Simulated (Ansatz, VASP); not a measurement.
# LuH2: VASP beside Ansatz

```xyz
3
Lattice="0.0000 2.4713 2.4713 2.4713 0.0000 2.4713 2.4713 2.4713 0.0000" Properties=species:S:1:pos:R:3 pbc="T T T"
Lu    0.0000    0.0000    0.0000
H     1.2356    1.2356    1.2356
H     3.7069    3.7069    3.7069
```

Alike in both runs: functional PBEsol; k mesh 14 × 14 × 14; occupations fermi-dirac, width 0.1 eV; no spin polarisation.

Ansatz relaxed the structure, and its values are those at the end. VASP's run is a single point on that final structure, the one shown.

```csv
,VASP,Ansatz
version,VASP 6.6.1,Ansatz 0.2.0
potentials or method,"VASP PAW PBE potentials, release 64 (Lu, H)","PAW with Ansatz's default frozen-core files, scalar-relativistic"
plane-wave cutoff (eV),520,420
valence electrons in the cell,27,27
```

|  | VASP | Ansatz | Ansatz less VASP |
| --- | --- | --- | --- |
| pressure (GPa) | 1.3 | 1.0 | -0.38 |

Caveats: the PAW data sets were made with another functional, which shifts forces and pressure a little (VASP). Spin-orbit coupling is left out, which matters for the levels of Lu.
